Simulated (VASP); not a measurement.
Input of a VASP 6.6.1 run:

The input INCAR:

```
SYSTEM = GaSb
  ALGO = Normal
  EDIFF = 1E-6
  ENCUT = 520
  ISIF = 2
  ISMEAR = -1
  LASPH = .TRUE.
  LCHARG = .FALSE.
  LMIXTAU = .TRUE.
  LREAL = .FALSE.
  LWAVE = .FALSE.
  METAGGA = R2SCAN
  NELM = 60
  PREC = Accurate
  SIGMA = 0.05
```

File KPOINTS:

```
k-points
0
G
  8 8 8
  0 0 0
```

POSCAR

```
GaSb
1.0
    0.0000000000      3.0590000000      3.0590000000
    3.0590000000      0.0000000000      3.0590000000
    3.0590000000      3.0590000000      0.0000000000
Sb Ga
1 1
Direct
    0.7500000000      0.7500000000      0.7500000000
    0.0000000000      0.0000000000      0.0000000000
```

Contents of KPOINTS_OPT:

```
path GXWKGLUWLK,UX
20
line-mode
reciprocal
 0.0000000000  0.0000000000  0.0000000000  G
 0.5000000000  0.0000000000  0.5000000000  X

 0.5000000000  0.0000000000  0.5000000000  X
 0.5000000000  0.2500000000  0.7500000000  W

 0.5000000000  0.2500000000  0.7500000000  W
 0.3750000000  0.3750000000  0.7500000000  K

 0.3750000000  0.3750000000  0.7500000000  K
 0.0000000000  0.0000000000  0.0000000000  G

 0.0000000000  0.0000000000  0.0000000000  G
 0.5000000000  0.5000000000  0.5000000000  L

 0.5000000000  0.5000000000  0.5000000000  L
 0.6250000000  0.2500000000  0.6250000000  U

 0.6250000000  0.2500000000  0.6250000000  U
 0.5000000000  0.2500000000  0.7500000000  W

 0.5000000000  0.2500000000  0.7500000000  W
 0.5000000000  0.5000000000  0.5000000000  L

 0.5000000000  0.5000000000  0.5000000000  L
 0.3750000000  0.3750000000  0.7500000000  K

 0.6250000000  0.2500000000  0.6250000000  U
 0.5000000000  0.0000000000  0.5000000000  X
```

Potentials or basis: VASP PAW PBE potentials, release 64 (Sb, Ga_d).

Launch:

```console
$ cat potpaw_PBE.64/Sb/POTCAR potpaw_PBE.64/Ga_d/POTCAR > POTCAR
$ mpirun -np 1 vasp_std > vasp.out
```

Task: What does it give for the pressure?

Result: 0.4 GPa.

Task: Estimate the band gap on the k mesh.

Result: 0.45 eV, direct.

Task: What does it give for the band gap along the path?

Result: 0.45 eV, direct.

Levels at the corners of the path, in eV from the valence-band top:
```tsv
point	band 5	band 6	band 7	band 8	band 9	band 10	band 11	band 12	band 13
Γ	-15.44	-11.93	0.00	0.00	0.00	0.45	2.98	2.98	2.98
X	-15.44	-9.32	-7.05	-2.70	-2.70	1.12	1.48	9.26	9.26
X	-15.44	-9.32	-7.05	-2.70	-2.70	1.12	1.48	9.26	9.26
W	-15.44	-9.27	-6.91	-3.48	-3.25	4.01	4.62	4.81	5.09
W	-15.44	-9.27	-6.91	-3.48	-3.25	4.01	4.62	4.81	5.09
K	-15.44	-9.39	-6.86	-3.75	-2.30	1.64	4.20	7.09	7.24
K	-15.44	-9.39	-6.86	-3.75	-2.30	1.64	4.20	7.09	7.24
Γ	-15.44	-11.93	0.00	0.00	0.00	0.45	2.98	2.98	2.98
Γ	-15.44	-11.93	0.00	0.00	0.00	0.45	2.98	2.98	2.98
L	-15.44	-10.21	-6.58	-1.21	-1.21	0.68	4.01	4.01	6.92
L	-15.44	-10.21	-6.58	-1.21	-1.21	0.68	4.01	4.01	6.92
U	-15.44	-9.39	-6.86	-3.75	-2.30	1.64	4.20	7.09	7.24
U	-15.44	-9.39	-6.86	-3.75	-2.30	1.64	4.20	7.09	7.24
W	-15.44	-9.27	-6.91	-3.48	-3.25	4.01	4.62	4.81	5.09
W	-15.44	-9.27	-6.91	-3.48	-3.25	4.01	4.62	4.81	5.09
L	-15.44	-10.21	-6.58	-1.21	-1.21	0.68	4.01	4.01	6.92
L	-15.44	-10.21	-6.58	-1.21	-1.21	0.68	4.01	4.01	6.92
K	-15.44	-9.39	-6.86	-3.75	-2.30	1.64	4.20	7.09	7.24
U	-15.44	-9.39	-6.86	-3.75	-2.30	1.64	4.20	7.09	7.24
X	-15.44	-9.32	-7.05	-2.70	-2.70	1.12	1.48	9.26	9.26
```

Caveat: the PAW data sets were made with another functional, which shifts forces and pressure a little; spin-orbit coupling is left out, which moves the levels of the heavy elements.

**Experimental background.**

A printed reference work, data compilation reports, for a bulk crystal of GaSb at 4.2 K: band gap 0.811 eV (direct).

Against the measured gap of GaSb, 0.811 eV (direct; 4.2 K; a printed reference work, data compilation), the calculated 0.45 eV is off by -0.36 eV. Spin-orbit coupling on Ga, Sb is left out. The value is that of r2SCAN, without temperature or zero-point motion.
